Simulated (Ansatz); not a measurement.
Crystal: Ti.

```
Ti
1.0
     0.00000    2.03000    2.03000
     2.03000    0.00000    2.03000
     2.03000    2.03000    0.00000
Ti
1
Direct
  0.00000 0.00000 0.00000
```

This isn't the form of Ti at room conditions, which is hcp.

Base run:

```yaml
Program: Ansatz 0.2.0
Functional: RPBE
Potentials_or_basis: Ansatz PAW
Cutoff: "420 eV (not typed: the program's choice for these potentials)"
k_mesh: 11 × 11 × 11
Occupations: fermi-dirac, width 0.05 eV
Spin: no spin polarisation
```

Its results: band gap on the k mesh none (metal or under the smearing width); pressure 7.6 GPa.

Question: After a change of settings the same cell gave: band gap on the k mesh none (metal or under the smearing width); pressure 4.2 GPa. Which change was it?
A. functional from RPBE to LDA
B. functional from RPBE to r2SCAN; cutoff from 420 eV (not typed: the program's choice for these potentials) to 500 eV (not typed: the program's choice for these potentials)
C. functional from RPBE to PBEsol
D. functional from RPBE to BLYP

Answer: B.

Caveats: the PAW data sets come from PBE, with cores solved anew for the run's functional, which leaves a small shift of forces and pressure.
